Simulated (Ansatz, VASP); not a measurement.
## Mg: VASP beside Ansatz

```
CELL_PARAMETERS angstrom
3.27221 0.00000 0.00000
-1.63611 2.83382 0.00000
0.00000 0.00000 5.31252
ATOMIC_POSITIONS crystal
Mg 0.33333 0.66667 0.25000
Mg 0.66667 0.33333 0.75000
```

Change from the starting cell: volume scaled by 1.06.

Alike in both runs: task single point; functional PBE; k mesh 12 × 12 × 7; occupations fermi-dirac, width 0.08 eV; no spin polarisation.

```csv
,VASP,Ansatz
version,VASP 6.6.1,Ansatz 0.2.0
potentials or method,"VASP PAW PBE potentials, release 64 (Mg), cutoff 520 eV","all-electron LAPW, scalar-relativistic"
```

VASP gave:

| Property | Result |
| --- | --- |
| pressure (GPa) | -2.3 |
| largest component of the traceless stress (GPa) | 0.48 |

Question: Estimate Ansatz's values.

Answer: Pressure (GPa): -2.2; largest component of the traceless stress (GPa): 0.48.

Ansatz ran all-electron here, so the differences hold the error of VASP's frozen core and of both bases.
